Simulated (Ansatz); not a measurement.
# ZrS₂: a line through an energy map

One line of a two-coordinate grid on ZrS₂ (P-3m1, No. 164; 3 atoms in the cell): lattice constant a (and b) is varied, at lattice constant c = 5.197 Å.

Method: DFT LDA, scalar-relativistic, plane waves, PAW, in Ansatz 0.2.0.

16 further runs of the same task are left out: 16 set aside as unsound or not needed.

## Step 1: The structure to begin with

Symmetry: P-3m1, No. 164, trigonal system. Conventional cell: a = 3.596 Å, b = 3.596 Å, c = 5.649 Å, α = 90.00°, β = 90.00°, γ = 120.00°. Zr (site symmetry -3m) is surrounded by 6 S at 2.53 Å. Around S (site symmetry 3m) lie 3 Zr at 2.53 Å.

As a file:

```
CELL_PARAMETERS angstrom
3.59578 0.00000 0.00000
-1.79789 3.11403 0.00000
0.00000 0.00000 5.64909
ATOMIC_POSITIONS crystal
Zr 0.00000 0.00000 0.00000
S 0.33333 0.66667 0.25701
S 0.66667 0.33333 0.74299
```

This cell was relaxed beforehand with the same method: volume 21.08 Å³/atom, gap on the mesh 0.46 eV.

## Step 2: What is varied

The energy is mapped over the lattice constants a and c of the conventional cell.

First coordinate, lattice constant a (and b): 7 values from 3.344 to 3.848 Å. Second coordinate, lattice constant c: 7 values from 4.971 to 6.327 Å.

Nothing else is relaxed (fractional coordinates fixed). Energies count from the relaxed crystal. Points are written as (first, second).

## Step 3: Grid point (3.428 Å, 5.197 Å)

File input.yaml:

```yaml
crystal:
  lattice:
    - [3.428, 0.0, 0.0]
    - [-1.714, 2.9687350842, 0.0]
    - [0.0, 0.0, 5.1972]
  atoms:
    - { symbol: Zr, position: [0.0, 0.0, 0.0] }
    - { symbol: S, position: [0.3333333333, 0.6666666667, 0.2570116239] }
    - { symbol: S, position: [0.6666666667, 0.3333333333, 0.7429883761] }
basis:
  ecutwfc: 420
kpoints:
  mp_grid: { grid: [12, 12, 6] }
hamiltonian:
  xc: lda
  pseudopotentials: { kind: paw, azcp: { folder: soft_1 } }
scf:
  occupations: { method: gaussian, width: 0.05 }
output:
  forces: true
  stress: true
  eigenvalues: true
```

The run is started by

```sh
ansatz run input.yaml --threads 1 --pin off --max-ram 2048MiB --backend cpu --events-out ev --progress --plain --runs-dir out
```

Log, cut to the lines that bear on the results:

```text
Warning: <dir> the record states the generating functional pbe (its physics header spells it `PBE`), which answers neither for hamiltonian.xc's functional nor for the lda family's — results may be inconsistent (PPs are generated against a specific XC)
[...]
Warning: RAYON_NUM_THREADS=1 ignored (pool sized by the plan → 1); use --threads N
[...]
Pseudopotentials: kind: paw
Pseudopotential: Zr, paw, valence charge 12, recommended cutoff 420 eV (normal), <dir>
Pseudopotential: S, paw, valence charge 6, recommended cutoff 420 eV (normal), <dir>
Functional definition: SPW92
[...]
Crystal: 3 atoms, lattice volume = 52.891 Å³
Basis set: ecut = 420 eV, 1037 PW (Γ)
Bands: 16, of which v1, the nominal top of the filled ones, is band 12 counted from 1 (11 counted from 0)
Symmetry: 12 space group operations
Space group: P-3m1 (ITA 164), of the structure as read, at distance tolerance 3.8e-5 Å
k-points: 100 of 864
[...]
SCF iter   1: F=—  HF=-5822.616853 eV  |F-HF|=—  |Δ(HF+E_count)|=         —  Δρ=6.87e-2  dr2=8.72e0  ethr=3.10e-3  ⟨swp⟩=6.3  Hψ=10272  notcnv=0
[...]
SCF iter   8: F=-5820.541701 eV  HF=-5820.541701 eV  |F-HF|=4.84e-10  |Δ(HF+E_count)|=   4.08e-8  Δρ=1.66e-6  dr2=9.03e-10  ethr=4.00e-10  ⟨swp⟩=3.0  Hψ=6793  notcnv=0
[...]
SCF converged after 8 iterations
Free energy (F): -5820.541701 eV
[...]
E sigma→0 (E₀):  -5820.541698 eV
Entropy (-TS):   -0.000005 eV (-0.002 meV/atom)
Fermi energy:    10.983890 eV
[...]
--- Forces (eV/Å), atoms counted from 1 ---
  atom   1  Zr     0.00000000    -0.00000000     0.00000000
  atom   2  S      0.00000000    -0.00000000     2.73245420
  atom   3  S     -0.00000000     0.00000000    -2.73245420
[...]
--- Stress (GPa, compression-positive) ---
       26.783763      -0.000000       0.000000
       -0.000000      26.783763       0.000000
        0.000000      -0.000000      27.059664
  P = ⅓ Tr σ = 26.8757 GPa (268.757 kbar)
--- Band table (eV; the first three rows and the last of 100) ---
  k-point 0: bands = ["-37.6604", "-16.0489", "-15.7233", "-15.7233", "-3.4361", "-0.7299", "4.5816", "6.8015", "6.8015", "10.5035", "10.5035", "10.8994", "11.9383", "11.9383", "13.0882", "15.9493"]
[...]
```

Wall time 9.6 s (1 thread of Arm Neoverse N1, shared host); peak memory 0.33 GiB.

Energy on the map's scale: 251 meV/atom.

## Step 4: The same system, input altered

Edit input.yaml of step 3 so:

```diff
@@ -16,7 +16,9 @@
   pseudopotentials: { kind: paw, azcp: { folder: soft_1 } }
+  hubbard: { sites: [{ species: Zr, l: f, u_eff: 30.0 }] }
 scf:
   occupations: { method: gaussian, width: 0.05 }
+  max_iter: 75
 output:
   forces: true
+  eigenvalues: true
   stress: true
-  eigenvalues: true
```

The run is started by

```sh
ansatz run input.yaml --threads 1 --pin off --max-ram 2048MiB --backend cpu --events-out ev --progress --plain --runs-dir out
```

Log:

```text
Error: inconsistent input (hamiltonian.hubbard.sites[].l, hamiltonian.hubbard.sites[].shell): the file of Zr doesn't list 4f, and it can't be added: PBE doesn't bind the shell 4f of the free atom, whose level lies at +1.03 eV. Type an atom or ion with it (hamiltonian.pseudopotentials.projection_atoms), take another file or name another shell
```

Run time: 0.31 s. Hardware: 1 thread of Arm Neoverse N1, shared host; peak memory 0.065 GiB.

## Step 5: Reading the log

The program refused the input before any cycle. It says: «inconsistent input (hamiltonian.hubbard.sites[].l, hamiltonian.hubbard.sites[].shell): the file of Zr doesn't list 4f, and it can't be added: PBE doesn't bind the shell 4f of the free atom, whose level lies at +1.03 eV ...»

The suspect setting: hamiltonian.hubbard.sites is [{species: Zr, l: f, u_eff: 30.0}]. U was placed on a shell that is absent, full or empty, where it has nothing to correct.

The cure: delete hamiltonian.hubbard.sites.

## Step 6: Grid point (3.512 Å, 5.197 Å)

Edit input.yaml of step 3 so:

```diff
@@ -2,4 +2,4 @@
   lattice:
-    - [3.428, 0.0, 0.0]
-    - [-1.714, 2.9687350842, 0.0]
+    - [3.5119, 0.0, 0.0]
+    - [-1.75595, 3.0413946156, 0.0]
     - [0.0, 0.0, 5.1972]
```

The run is started by

```sh
ansatz run input.yaml --threads 1 --pin off --max-ram 2048MiB --backend cpu --events-out ev --progress --plain --runs-dir out
```

Log, cut to the lines that bear on the results:

```text
[...]
SCF converged after 7 iterations
Free energy (F): -5820.891576 eV
[...]
E sigma→0 (E₀):  -5820.891576 eV
Entropy (-TS):   -0.000000 eV (-0.000 meV/atom)
Fermi energy:    10.396302 eV
[...]
--- Forces (eV/Å), atoms counted from 1 ---
  atom   1  Zr    -0.00000000     0.00000000     0.00000000
  atom   2  S      0.00000000    -0.00000000     1.92076245
  atom   3  S     -0.00000000     0.00000000    -1.92076245
[...]
--- Stress (GPa, compression-positive) ---
       16.361878       0.000000       0.000000
        0.000000      16.361878       0.000000
        0.000000       0.000000      19.561144
  P = ⅓ Tr σ = 17.4283 GPa (174.283 kbar)
--- Band table (eV; the first three rows and the last of 100) ---
  k-point 0: bands = ["-38.5704", "-16.8736", "-16.6283", "-16.6283", "-3.9116", "-1.3732", "4.1737", "6.1597", "6.1597", "9.6982", "9.6982", "10.2504", "11.1906", "11.1906", "12.4300", "15.0565"]
[...]
```

Run time: 9 s. Hardware: 1 thread of Arm Neoverse N1, shared host; peak memory 0.34 GiB.

On the map this point reads 134 meV/atom.

## Step 7: Point (3.596 Å, 5.197 Å)

Edit input.yaml of step 6 so:

```diff
@@ -2,4 +2,4 @@
   lattice:
-    - [3.5119, 0.0, 0.0]
-    - [-1.75595, 3.0413946156, 0.0]
+    - [3.5957764694, 0.0, 0.0]
+    - [-1.7978882347, 3.1140337688, 0.0]
     - [0.0, 0.0, 5.1972]
```

The run is started by

```sh
ansatz run input.yaml --threads 1 --pin off --max-ram 2048MiB --backend cpu --events-out ev --progress --plain --runs-dir out
```

Log, cut to the lines that bear on the results:

```text
[...]
SCF converged after 8 iterations
Free energy (F): -5821.090802 eV
[...]
E sigma→0 (E₀):  -5821.090802 eV
Fermi energy:    9.833059 eV
[...]
--- Forces (eV/Å), atoms counted from 1 ---
  atom   1  Zr     0.00000000    -0.00000000     0.00000000
  atom   2  S     -0.00000000    -0.00000000     1.22440364
  atom   3  S      0.00000000     0.00000000    -1.22440364
[...]
--- Stress (GPa, compression-positive) ---
        7.738969      -0.000000       0.000000
        0.000000       7.738969       0.000000
        0.000000       0.000000      13.444956
  P = ⅓ Tr σ = 9.6410 GPa (96.410 kbar)
--- Band table (eV; the first three rows and the last of 100) ---
  k-point 0: bands = ["-39.4363", "-17.6705", "-17.4808", "-17.4808", "-4.3493", "-1.9655", "3.8023", "5.5716", "5.5716", "8.9549", "8.9549", "9.6344", "10.4885", "10.4885", "11.7653", "14.2139"]
[...]
```

Wall time 9.6 s (1 thread of Arm Neoverse N1, shared host); peak memory 0.34 GiB.

That is 68 meV/atom from the zero.

## Step 8: Point (3.680 Å, 5.197 Å)

Edit input.yaml of step 7 so:

```diff
@@ -2,4 +2,4 @@
   lattice:
-    - [3.5957764694, 0.0, 0.0]
-    - [-1.7978882347, 3.1140337688, 0.0]
+    - [3.6797, 0.0, 0.0]
+    - [-1.83985, 3.1867136783, 0.0]
     - [0.0, 0.0, 5.1972]
```

The run is started by

```sh
ansatz run input.yaml --threads 1 --pin off --max-ram 2048MiB --backend cpu --events-out ev --progress --plain --runs-dir out
```

Log, cut to the lines that bear on the results:

```text
Warning: <dir> the record states the generating functional pbe (its physics header spells it `PBE`), which answers neither for hamiltonian.xc's functional nor for the lda family's — results may be inconsistent (PPs are generated against a specific XC)
[...]
Warning: RAYON_NUM_THREADS=1 ignored (pool sized by the plan → 1); use --threads N
[...]
[... 4 set-up lines as earlier in the session ...]
[...]
Crystal: 3 atoms, lattice volume = 60.943 Å³
Basis set: ecut = 420 eV, 1169 PW (Γ)
Bands: 16, of which v1, the nominal top of the filled ones, is band 12 counted from 1 (11 counted from 0)
[... 1 set-up line as earlier in the session ...]
Space group: P-3m1 (ITA 164), of the structure as read, at distance tolerance 3.9e-5 Å
k-points: 100 of 864
[...]
SCF iter   1: F=—  HF=-5822.320200 eV  |F-HF|=—  |Δ(HF+E_count)|=         —  Δρ=5.07e-2  dr2=4.62e0  ethr=3.10e-3  ⟨swp⟩=6.1  Hψ=9947  notcnv=0
[...]
SCF iter   8: F=-5821.160385 eV  HF=-5821.160385 eV  |F-HF|=4.92e-10  |Δ(HF+E_count)|=   3.06e-8  Δρ=2.81e-6  dr2=6.08e-9  ethr=4.17e-10  ⟨swp⟩=6.5  Hψ=7609  notcnv=0
[...]
SCF converged after 8 iterations
Free energy (F): -5821.160385 eV
[...]
E sigma→0 (E₀):  -5821.160385 eV
Fermi energy:    9.287339 eV
[...]
--- Forces (eV/Å), atoms counted from 1 ---
  atom   1  Zr    -0.00000000     0.00000000     0.00000000
  atom   2  S      0.00000000    -0.00000000     0.62990806
  atom   3  S      0.00000000     0.00000000    -0.62990806
[...]
--- Stress (GPa, compression-positive) ---
        0.635066       0.000000       0.000000
        0.000000       0.635066       0.000000
        0.000000       0.000000       8.469767
  P = ⅓ Tr σ = 3.2466 GPa (32.466 kbar)
--- Band table (eV; the first three rows and the last of 100) ---
  k-point 0: bands = ["-40.2602", "-18.4393", "-18.2860", "-18.2860", "-4.7537", "-2.5138", "3.4621", "5.0313", "5.0313", "8.2667", "8.2667", "9.0483", "9.8269", "9.8269", "11.0967", "13.4154"]
[...]
```

It took 10 s on 1 thread of Arm Neoverse N1, shared host; peak memory 0.35 GiB.

That is 45 meV/atom from the zero.

## Step 9: Point (3.764 Å, 5.197 Å)

Edit input.yaml of step 8 so:

```diff
@@ -2,4 +2,4 @@
   lattice:
-    - [3.6797, 0.0, 0.0]
-    - [-1.83985, 3.1867136783, 0.0]
+    - [3.7636, 0.0, 0.0]
+    - [-1.8818, 3.2593732097, 0.0]
     - [0.0, 0.0, 5.1972]
@@ -22 +22,5 @@
   eigenvalues: true
+  write_density: true
+  write_potential: true
+  elf: true
+  volumetric_format: npy
```

The run is started by

```sh
ansatz run input.yaml --threads 1 --pin off --max-ram 2048MiB --backend cpu --events-out ev --progress --plain --runs-dir out
```

Log, cut to the lines that bear on the results:

```text
[...]
SCF converged after 8 iterations
Free energy (F): -5821.118614 eV
[...]
E sigma→0 (E₀):  -5821.118614 eV
Fermi energy:    8.715687 eV
[...]
--- Forces (eV/Å), atoms counted from 1 ---
  atom   1  Zr    -0.00000000     0.00000000     0.00000000
  atom   2  S     -0.00000000     0.00000000     0.12624194
  atom   3  S      0.00000000    -0.00000000    -0.12624194
[...]
--- Stress (GPa, compression-positive) ---
       -5.178571       0.000000       0.000000
        0.000000      -5.178571      -0.000000
        0.000000      -0.000000       4.445750
  P = ⅓ Tr σ = -1.9705 GPa (-19.705 kbar)
--- Band table (eV; the first three rows and the last of 100) ---
  k-point 0: bands = ["-41.0429", "-19.1781", "-19.0466", "-19.0466", "-5.1282", "-3.0230", "3.1493", "4.5342", "4.5342", "7.6288", "7.6288", "8.4905", "9.2020", "9.2020", "10.4292", "12.6560"]
[...]
```

Run time: 13 s. Hardware: 1 thread of Arm Neoverse N1, shared host; peak memory 0.35 GiB.

Density in a lattice plane of the grid's cell (edges 3.76 and 5.20 Å, at 0.000 of the third edge), which holds Zr.

Values in e/Å³, 12 rows by 8 columns:
```
4.00 2.67 0.53 0.21 0.20 0.21 0.53 2.67
1.09 0.63 0.27 0.28 0.32 0.28 0.27 0.63
0.13 0.13 0.19 0.30 0.37 0.30 0.19 0.13
0.05 0.06 0.12 0.22 0.28 0.22 0.12 0.06
0.02 0.03 0.06 0.11 0.14 0.11 0.06 0.03
0.02 0.02 0.04 0.07 0.09 0.07 0.04 0.02
0.02 0.03 0.06 0.11 0.14 0.11 0.06 0.03
0.05 0.06 0.12 0.22 0.28 0.22 0.12 0.06
0.13 0.13 0.19 0.30 0.37 0.30 0.19 0.13
1.09 0.63 0.27 0.28 0.32 0.28 0.27 0.63
4.00 2.67 0.53 0.21 0.20 0.21 0.53 2.67
3.53 3.77 0.79 0.17 0.15 0.17 0.79 3.77
```
Columns run along the first of these edges and rows up along the second, over one cell in 8 and 12 even steps from the bottom left corner. Atoms in the plane (fractional): Zr at (0.00, 0.00).

ELF in the same plane.

Ten even steps from ' ' (0.01) to '@' (0.77):
```
==**@@@@**::..::------::..::**@@@@**
@@@@@@%%==::::==++**++==::::==%%@@@@
@@%%##==::::++##%%%%%%##++::::==##%%
----::..::==##@@@@@@@@@@##==::..::--
      ..--**%%@@@@@@@@@@%%**--..    
    ..::==##%%@@@@@@@@@@%%##==::..  
      ::--**##%%%%%%%%%%##**--::    
      ..::--==++++**++++==--::..    
          ......::::::......        
                                    
          ......::::::......        
      ..::--==++++**++++==--::..    
      ::--**##%%%%%%%%%%##**--::    
    ..::==##%%@@@@@@@@@@%%##==::..  
      ..--**%%@@@@@@@@@@%%**--..    
----::..::==##@@@@@@@@@@##==::..::--
@@%%##==::::++##%%%%%%##++::::==##%%
@@@@@@%%==::::==++**++==::::==%%@@@@
==**@@@@**::..::------::..::**@@@@**
  --%%@@##--....::::::....--##@@%%--
```
Columns run along the first of these edges and rows up along the second, over one cell in 18 and 20 even steps from the bottom left corner. Atoms in the plane (fractional): Zr at (0.00, 0.00).

Both are smooth fields of the valence electrons: close to the nuclei they are not physical.

The highest ELF values outside the cores: 0.90 beside S, off the lines to its neighbours, 0.9 Å from S.

That is 59 meV/atom from the zero.

## Step 10: Grid point (3.848 Å, 5.197 Å)

Edit input.yaml of step 9 so:

```diff
@@ -2,4 +2,4 @@
   lattice:
-    - [3.7636, 0.0, 0.0]
-    - [-1.8818, 3.2593732097, 0.0]
+    - [3.8475, 0.0, 0.0]
+    - [-1.92375, 3.3320327411, 0.0]
     - [0.0, 0.0, 5.1972]
@@ -22,5 +22 @@
   eigenvalues: true
-  write_density: true
-  write_potential: true
-  elf: true
-  volumetric_format: npy
```

The run is started by

```sh
ansatz run input.yaml --threads 1 --pin off --max-ram 2048MiB --backend cpu --events-out ev --progress --plain --runs-dir out
```

Log, cut to the lines that bear on the results:

```text
Warning: <dir> the record states the generating functional pbe (its physics header spells it `PBE`), which answers neither for hamiltonian.xc's functional nor for the lda family's — results may be inconsistent (PPs are generated against a specific XC)
[...]
Warning: RAYON_NUM_THREADS=1 ignored (pool sized by the plan → 1); use --threads N
[...]
[... 4 set-up lines as earlier in the session ...]
[...]
Crystal: 3 atoms, lattice volume = 66.628 Å³
Basis set: ecut = 420 eV, 1301 PW (Γ)
Bands: 16, of which v1, the nominal top of the filled ones, is band 12 counted from 1 (11 counted from 0)
[... 1 set-up line as earlier in the session ...]
Space group: P-3m1 (ITA 164), of the structure as read, at distance tolerance 4.1e-5 Å
k-points: 100 of 864
[...]
SCF iter   1: F=—  HF=-5821.771827 eV  |F-HF|=—  |Δ(HF+E_count)|=         —  Δρ=4.26e-2  dr2=3.08e0  ethr=3.10e-3  ⟨swp⟩=6.1  Hψ=9847  notcnv=0
[...]
SCF iter   8: F=-5820.981678 eV  HF=-5820.981678 eV  |F-HF|=7.70e-10  |Δ(HF+E_count)|=   2.75e-7  Δρ=8.20e-6  dr2=6.08e-8  ethr=4.17e-10  ⟨swp⟩=7.8  Hψ=8635  notcnv=0
[...]
SCF converged after 8 iterations
Free energy (F): -5820.981678 eV
[...]
E sigma→0 (E₀):  -5820.981678 eV
Fermi energy:    8.169439 eV
[...]
--- Forces (eV/Å), atoms counted from 1 ---
  atom   1  Zr     0.00000000     0.00000000     0.00000000
  atom   2  S     -0.00000000     0.00000000    -0.29717659
  atom   3  S      0.00000000    -0.00000000     0.29717659
[...]
--- Stress (GPa, compression-positive) ---
       -9.904330       0.000000       0.000000
        0.000000      -9.904330      -0.000000
        0.000000      -0.000000       1.210685
  P = ⅓ Tr σ = -6.1993 GPa (-61.993 kbar)
--- Band table (eV; the first three rows and the last of 100) ---
  k-point 0: bands = ["-41.7860", "-19.8867", "-19.7661", "-19.7661", "-5.4764", "-3.4980", "2.8604", "4.0761", "4.0761", "7.0364", "7.0364", "7.9592", "8.6108", "8.6108", "9.7677", "11.9322"]
[...]
```

Wall time 11 s (1 thread of Arm Neoverse N1, shared host); peak memory 0.35 GiB.

On the map this point reads 104 meV/atom.

## Step 11: What came out

```
lattice constant a (and b) (Å)  step  energy (meV/atom)  slope (meV/atom per Å)  pressure (GPa)  band gap on the k-mesh (eV)  largest force on an atom (eV/Å)
                         3.344     –                426                   −2460            38.3                         0.04                             3.68
                         3.428     3                251                   −1720            26.9                         0.18                             2.73
                         3.512     6                134                   −1076            17.4                         0.30                             1.92
                         3.596     7                 68                    −521             9.6                         0.40                             1.22
                         3.680     8                 45                     −44             3.2                         0.48                             0.63
                         3.764     9                 59                     365            −2.0                         0.46                             0.13
                         3.848    10                104                     714            −6.2                         0.43                             0.30
```

Energies count from the relaxed crystal. Rows without a step come from runs not printed here or follow by symmetry. Slopes come from the forces (and the stress, where the cell changes), not from differences of energies.

| run | outcome |
| --- | --- |
| step 4, run with hubbard.sites [{species: Zr, l: f, u_eff: 30.0}] (against step 3) | refused |

**Reading.** Along the line the energy is lowest at 3.680 Å, 45 meV/atom from the zero. Energies and slopes round the minimum, fitted together, put the minimum at 3.6881 Å, with a curvature of about 5200 meV/atom per Å². The well is lopsided: two grid steps out, the energy rises by 90 meV/atom towards smaller values and 60 meV/atom towards larger ones. The highest point computed, at 3.344 Å, lies 381 meV/atom above the lowest. This is one cut through a surface in two coordinates; the map's lowest point lies off it. With the other coordinates free, the energies away from the reference would be the same or lower. The gap on the mesh closes on part of the grid.

The gaps are Kohn-Sham values of a semilocal functional, not quasiparticle or optical gaps. Such gaps usually fall short of the measured ones.
